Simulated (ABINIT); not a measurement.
Input of an ABINIT 10.8.3 (patched build) run:

File run.abi:

```
# Datasets: ground state, then fixed potential
ndtset 2

# Pseudopotentials
pp_dirpath "./"
pseudos "P_ONCV_PBE-1.2.upf, B_ONCV_PBE-1.2.upf"

# Structure
acell 3*1.0 Angstrom
rprim
     0.0000000000     2.2690000000     2.2690000000
     2.2690000000     0.0000000000     2.2690000000
     2.2690000000     2.2690000000     0.0000000000
ntypat 2
znucl 15 5
natom 2
typat 1 2
xred
     0.7500000000     0.7500000000     0.7500000000
     0.0000000000     0.0000000000     0.0000000000

# Plane-wave basis
ecut 38.0

# Exchange and correlation
ixc 11

# Bands and occupations
occopt 3
tsmear 0.05 eV

# SCF cycle
nstep 100

# Output
iomode 3
prtwf 0
prteig 0
prtebands 0
enunit 2
prtden1 1
prtvha1 1
prtvclmb1 1
prtpot1 1
prtelf1 1

# Dataset 1
kptopt1 1
ngkpt1 10 10 10
nshiftk1 1
shiftk1 0.0 0.0 0.0
nband1 8
tolvrs1 1.0e-10

# Dataset 2: bands along G-X-W-K-G-L-U-W-L-K
iscf2 -2
getden2 1
nband2 12
nbdbuf2 2
tolwfr2 1.0e-12
kptopt2 -9
ndivsm2 5
prteig2 1
kptbounds2
     0.0000000000     0.0000000000     0.0000000000
     0.5000000000     0.0000000000     0.5000000000
     0.5000000000     0.2500000000     0.7500000000
     0.3750000000     0.3750000000     0.7500000000
     0.0000000000     0.0000000000     0.0000000000
     0.5000000000     0.5000000000     0.5000000000
     0.6250000000     0.2500000000     0.6250000000
     0.5000000000     0.2500000000     0.7500000000
     0.5000000000     0.5000000000     0.5000000000
     0.3750000000     0.3750000000     0.7500000000
```

Potentials or basis: SG15 NC PBE v1.2.

Launch:

```sh
$ abinit run.abi > log 2>&1
```

(1) What does it give for the band gap along the path?

(2) Estimate the band gap on the k mesh.

(3) Predict the pressure.

Results:

(1) 1.28 eV, indirect (least direct gap 3.43 eV).

(2) 1.28 eV, indirect (least direct gap 3.43 eV).

(3) 0.4 GPa.
